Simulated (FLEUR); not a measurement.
**Fe under changes of volume**

One of the cells (12.019 Å³/atom); the others are scaled copies at fixed shape and fractional positions:

```
CELL_PARAMETERS angstrom
-1.44300 1.44300 1.44300
1.44300 -1.44300 1.44300
1.44300 1.44300 -1.44300
ATOMIC_POSITIONS crystal
Fe 0.00000 0.00000 0.00000
```

```yaml
Program: FLEUR MaX-R8.1 (later development tree)
Functional: LDA
Potentials_or_basis: all-electron
Basis: FLAPW
Kmax: 4.58 1/bohr
k_mesh: 13 × 13 × 13
Occupations: fermi-dirac, width 0.05 eV
Spin: collinear spin, ferromagnetic start
Starting_moments: "[3.0] μB"
```

```tsv
volume (Å³/atom)	energy over the lowest point (meV/atom)	moment (μB per cell)
11.298	0.00	2.09
11.538	29.43	2.13
12.019	?	?
12.499	184.41	2.33
12.740	228.33	2.40
```

What does the run at 12.019 Å³/atom give?

Energy over the lowest point 101.31 meV/atom; moment 2.21 μB per cell.

Worked out: A Birch-Murnaghan fit of order 2 (a polynomial in V^(-2/3)) to the other rows has no minimum within the range. It gives 101.23 meV/atom at 12.019 Å³/atom, against the run's 101.31. A parabola through the other rows of the moment, of slope 0.213 μB per Å³/atom there, gives 2.22 μB, against the run's 2.21.

Energies are extrapolated to zero smearing.
